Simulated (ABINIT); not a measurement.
Runs of ABINIT 10.8.3 (patched build) on MgS. The structure is cubic, space group F-43m (No. 216). The conventional cell has a = 5.666 Å, b = 5.666 Å, c = 5.666 Å, α = 90.00°, β = 90.00°, γ = 90.00°. S (site symmetry -43m) is surrounded by 4 Mg at 2.45 Å. Mg (site symmetry -43m) has 4 S at 2.45 Å as nearest neighbours. The cell comes from a database or a generator and needn't be the stable form of this composition.

```csv
task,level,potentials or basis,cutoff (eV),fine-grid cutoff,gap on the mesh (eV),pressure (GPa),V0 of scaled cells (Å³/atom),B0 (GPa)
equation of state,PBEsol,PseudoDojo NC SR PBEsol v0.4.1 standard,1143,-,-,-,(b),58
band structure,TB-mBJ,JTH PAW LDA v2.0,653,1251.72 eV,(c),-,-,-
band structure,LDA,JTH PAW LDA v2.0,544,1088.46 eV,3.17,-2.2,-,-
single point,PBEsol,PseudoDojo NC SR PBEsol v0.4.1 standard,1143,-,3.28,-0.4,-,-
equation of state,LDA,JTH PAW LDA v2.0,544,1088.46 eV,-,-,21.93,(a)
```

Alike in all rows: no spin polarisation; cell as given; k mesh 8 × 8 × 8; smearing fermi-dirac 0.05 eV.

Estimate the missing entries.

(a) 60; (b) 22.58; (c) 5.17.

Caveats: pressures at fixed basis lie under the slope of the energies (some runs); the constant c of TB-mBJ comes from the pseudo density here, which moves gaps by up to 0.3 eV between sets of potentials (some runs); the PAW data sets were made with another functional, which shifts forces and pressure a little (some runs).

A k mesh can miss the band edges.

Not every run made on this cell is shown here.
